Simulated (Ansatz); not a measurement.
## ZnCu2SnS4 in Ansatz: the effect of functional

ZnCu2SnS4:

```
Sn Zn Cu S
1.0
    -2.71710    2.71710    5.42480
     2.71710   -2.71710    5.42480
     2.71710    2.71710   -5.42480
Sn Zn Cu S
1 1 2 4
Direct
  0.50000 0.50000 0.00000
  0.25000 0.75000 0.50000
  0.75000 0.25000 0.50000
  0.00000 0.00000 0.00000
  0.62799 0.62839 0.51280
  0.88481 0.37201 0.00040
  0.11559 0.11519 0.48720
  0.37161 0.88441 0.99960
```

Alike in all runs:

```yaml
Program: Ansatz 0.2.0
Task: band structure
Potentials_or_basis: Ansatz PAW
k_mesh: 7 × 7 × 7
Occupations: fermi-dirac, width 0.05 eV
Spin: no spin polarisation
```

```tsv
functional	cutoff	gap on the mesh (eV)	pressure (GPa)	largest force (eV/Å)
LDA	420 eV (not typed: the program's choice for these potentials)	0.18	-4.1	0.68
PBE	420 eV (not typed: the program's choice for these potentials)	0.29	2.1	0.62
PBEsol	420 eV (not typed: the program's choice for these potentials)	0.23	-1.7	0.66
RPBE	420 eV (not typed: the program's choice for these potentials)	?	?	?
revPBE	420 eV (not typed: the program's choice for these potentials)	0.35	3.9	0.58
BLYP	420 eV (not typed: the program's choice for these potentials)	0.28	6.5	0.63
r2SCAN	500 eV (not typed: the program's choice for these potentials)	0.60	-0.2	0.45
```

**Question.** What does the run with functional RPBE give?

**Answer.** gap on the mesh 0.37 eV; pressure 4.5 GPa; largest force 0.57 eV/Å.

Caveats: spin-orbit coupling is left out, which moves the levels of the heavy elements; the PAW data sets come from PBE, with cores solved anew for the run's functional, which leaves a small shift of forces and pressure (some runs).

